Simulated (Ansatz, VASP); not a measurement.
## One calculation of GaN, two programs

```
CELL_PARAMETERS angstrom
3.18257 0.00000 0.00000
-1.59129 2.75619 0.00000
0.00000 0.00000 5.18541
ATOMIC_POSITIONS crystal
Ga 0.33333 0.66667 0.99919
Ga 0.66667 0.33333 0.49919
N 0.33333 0.66667 0.37581
N 0.66667 0.33333 0.87581
```

Alike in both runs: task single point; functional PBEsol; k mesh 8 × 8 × 4; no spin polarisation.

|  | VASP | Ansatz |
| --- | --- | --- |
| version | VASP 6.6.1 | Ansatz 0.2.0 |
| potentials or method | VASP PAW PBE potentials, release 64 (Ga_d, N), cutoff 520 eV | all-electron LAPW, scalar-relativistic |
| occupations | gaussian, width 0.01 eV | fixed |

|  | VASP | Ansatz | Ansatz less VASP |
| --- | --- | --- | --- |
| gap on the k mesh at the Fermi level (eV) | 1.89 | 1.89 | -0.003 |
| pressure (GPa) | -0.2 | 0.0 | +0.19 |

Ansatz ran all-electron here, so the differences hold the error of VASP's frozen core and of both bases.

Caveats: the PAW data sets were made with another functional, which shifts forces and pressure a little (VASP). A hybrid or GW would open this gap; PBEsol tends to underestimate it.
